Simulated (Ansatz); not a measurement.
## Ta: pressure and energy change per atom against volume scale

All results are calculated (Ansatz 0.2.0). Plane-wave DFT, scalar-relativistic PAW made under PBE with cores redone for the functional, no dispersion; the given relaxed cell is scaled uniformly, energy at zero smearing counts from the unscaled cell, pressure at the given Fermi-Dirac smearing is positive in compression.

The cell before it is scaled or strained (space group P6_3/mmc, No. 194):
```
Ta
1.0
      2.9121     0.0000     0.0000
     -1.4560     2.5219     0.0000
      0.0000     0.0000     5.1686
Ta
2
Direct
  0.33333 0.66667 0.25000
  0.66667 0.33333 0.75000
```

Settings of every row: spin polarised no; functional revPBE; wave cutoff 420 eV; smearing width 0.1 eV; k mesh 14x14x7.

Atom starting moment: 0 on all atoms.

Limits: no spin-orbit coupling, which can matter with elements this heavy; the cell comes from a prototype or a list of computed structures and needn't be the stable phase.

```
row  volume scale  V (Å³/atom)  pressure (GPa)  energy change per atom (meV)
  1          0.88       16.702           30.07                        192.53
  2          0.92       17.461           18.17                          79.9
  3          0.96        18.22            8.34                         18.68
  4          1.04       19.738           -6.49                          16.5
  5          1.08       20.497          -12.01                         62.01
  6          1.12       21.257               ?                             ?
```

Question: what pressure and energy change per atom should row 6 give?

Worked fit of pressure. Take u = (V_r/V)^(2/3) − 1 with V_r = 18.22 Å³ an atom, which is twice the finite (Eulerian) strain; such expansions in the strain, on which the Birch-Murnaghan equation of state is built, carry the rest volume and the bulk modulus. The shown rows have u = 0.05971, 0.02877, 0, -0.05195, -0.0755. Least squares give pressure = 8.34 + 322.1 × u + 698.2 × u² GPa; a straight line predicts inner rows, each left out in turn, worse (root mean square 1.4 against 0.022 GPa). The rows lie off it by 0.01, -0.01, 0.00, 0.02, -0.01. The pressure vanishes at u = -0.0275, or V = 19 Å³ an atom, and there the bulk modulus at fixed shape and fractions is B = −V dP/dV = (2/3)(1 + u) dP/du = 184 GPa. Letting shape and atoms relax would as a rule lower it, by much in layered, chain or molecular crystals. The withheld row has u = -0.09767, so the fit gives 8.34 + 322.1 × (-0.09767) + 698.2 × (-0.09767)² = -16.46 GPa.

The calculation gave -16.54 GPa. The fit lies 0.08 GPa (0.17 % of the column's range) above it; its largest miss of a shown row is 0.02 GPa. This row lies beyond the range of the fit.

Worked fit of energy change per atom. Take u = (V_r/V)^(2/3) − 1 with V_r = 18.22 Å³ an atom, which is twice the finite (Eulerian) strain; such expansions in the strain, on which the Birch-Murnaghan equation of state is built, carry the rest volume and the bulk modulus. The shown rows have u = 0.05971, 0.02877, 0, -0.05195, -0.0755. Least squares give energy change per atom = 18.706 + 1375.02 × u + 25771.8 × u² meV; a straight line predicts inner rows, each left out in turn, worse (root mean square 53 against 0.42 meV). The rows lie off it by -0.16, 0.30, -0.03, -0.33, 0.21 (root mean square 0.23 meV). Its lowest point lies at u = -0.0267, or V = 18.97 Å³ an atom, and the curvature there gives the bulk modulus at fixed shape and fractions, B = (4/9)(1 + u)² E″(u)/V = 183 GPa. Letting shape and atoms relax would as a rule lower it, by much in layered, chain or molecular crystals. The withheld row has u = -0.09767, so the fit gives 18.706 + 1375.02 × (-0.09767) + 25771.8 × (-0.09767)² = 130.26 meV.

The calculation gave 131.36 meV. The fit lies 1.10 meV (0.62 % of the column's range) below it; its largest miss of a shown row is 0.33 meV. This row lies beyond the range of the fit.
